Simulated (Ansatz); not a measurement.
Input of an Ansatz 0.2.0 run:

Contents of input.yaml:

```yaml
crystal:
  lattice:
    - [-1.472872, 1.71213, 4.212083]
    - [1.472872, -1.71213, 4.212083]
    - [1.472872, 1.71213, -4.212083]
  atoms:
    - { symbol: Ti, position: [0.0, 0.0, 0.0] }
    - { symbol: Si, position: [0.670078, 0.670078, 0.0] }
    - { symbol: Si, position: [0.329922, 0.329922, 0.0] }
hamiltonian:
  xc: pbesol
  pseudopotentials: { kind: paw }
kpoints:
  mp_grid: { grid: [10, 10, 10] }
scf:
  occupations: { method: fermi_dirac, width: 0.05 }
phonons:
  method: dfpt
```

Potentials or basis: Ansatz PAW.

Launch:

```sh
$ ansatz run input.yaml --threads 2 --pin off --max-ram 5632MiB --backend cpu --events-out ev --progress --plain --runs-dir out
```

Q: What does it give for the highest phonon frequency at Γ?

A: 299 cm⁻¹.

Q: What does it give for the band gap on the k mesh?

A: None (metal or under the smearing width).

Phonon frequencies in cm⁻¹ (negative: imaginary):
| q point | frequencies |
| --- | --- |
| (0.000, 0.000, 0.000) | 0 0 0 209 248 287 292 298 299 |
